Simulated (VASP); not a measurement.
CdO2:

```
Cd O
1.0
     3.44581    0.00000    0.00000
    -1.72290    2.98416    0.00000
     0.00000    0.00000    3.72055
Cd O
1 2
Direct
  0.00000 0.00000 0.00000
  0.33333 0.66667 0.50000
  0.66667 0.33333 0.50000
```

The cell was built by a generator and needn't be a form met in nature.

| Item | Value |
| --- | --- |
| Program | VASP 6.6.1 |
| Task | relaxation of cell and atoms |
| Functional | r2SCAN |
| Potentials or basis | VASP PAW PBE potentials, release 64 (Cd, O) |
| Cutoff | 600 eV |
| k mesh | 6 × 6 × 6 |
| Occupations | gaussian, width 0.1 eV |
| Spin | no spin polarisation |

At the start: pressure -5.0 GPa; volume 12.75 Å³/atom.

Where does the relaxation end?

Over 9 steps the energy falls by 314.7 meV/atom and the volume is 11.24 Å³/atom (-11.9 %); space group P6/mmm (No. 191, to 0.05 Å).

The path:
```tsv
step	energy change (eV)	largest force (eV/Å)	pressure (GPa)	volume (Å³)
1	0.0000	0.0000	-5.02	38.26
2	-0.7511	0.0000	-3.99	35.83
3	-0.9215	0.0000	-2.24	34.56
4	-0.6716	0.0000	6.92	31.73
5	-0.9433	0.0000	-1.05	33.98
6	-0.9433	0.0000	-0.79	33.88
7	-0.9436	0.0000	0.78	33.52
8	-0.9439	0.0000	0.11	33.67
9	-0.9441	0.0000	0.00	33.71
```

Final structure:
```
CELL_PARAMETERS angstrom
3.59740 0.00000 0.00000
-1.79870 3.11544 0.00000
0.00000 0.00000 3.00811
ATOMIC_POSITIONS crystal
Cd 0.00000 0.00000 0.00000
O 0.33333 0.66667 0.50000
O 0.66667 0.33333 0.50000
```

Caveat: the PAW data sets were made with another functional, which shifts forces and pressure a little.
